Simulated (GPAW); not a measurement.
A run of GPAW 26.7.0:

run.py

```python
from ase.filters import FrechetCellFilter
from ase.io import read, write
from ase.optimize import FIRE
from gpaw import GPAW, PW

atoms = read('Hf.xyz')

calc = GPAW(mode=PW(600),
            xc='LDA',
            kpts={'size': (10, 10, 5), 'gamma': True},
            occupations={'name': 'fermi-dirac', 'width': 0.05},
            nbands=24,
            convergence={'density': 1e-05, 'forces': 0.0001},
            maxiter=150,
            txt='gpaw.txt')
atoms.calc = calc
opt = FIRE(FrechetCellFilter(atoms), trajectory='relax.traj', logfile='-')
done = opt.run(fmax=0.02, steps=60)
calc.write('gs.gpw')
write('result.traj', atoms)
print('Converged:', done)
print('Cell:', atoms.cell.cellpar().round(4))
print('Volume:', round(atoms.get_volume(), 4))
print(atoms.get_scaled_positions().round(5))
```

The input Hf.xyz:

```xyz
2
Lattice="3.1967000000 0.0000000000 0.0000000000 -1.5983500000 2.7684234083 0.0000000000 0.0000000000 0.0000000000 5.0578000000" Properties=species:S:1:pos:R:3 pbc="T T T"
Hf     1.5983500002      0.9228078027      3.7933500000
Hf    -0.0000000002      1.8456156056      1.2644500000
```

Potentials or basis: the program's PAW data sets (release 1.2.1) made for this functional, pw.

Command:

```console
$ OMP_NUM_THREADS=1 python run.py
```

Hardware: 1 thread of Arm Neoverse V1 (shared host).

Q: Estimate the wall time of this run.

A: Wall time 4.3 min on 1 thread of Arm Neoverse V1 (shared host), peak memory 0.45 GiB. Counts: scf iterations 80, plane waves 1518, bands 24, k points 58, ion steps 10.
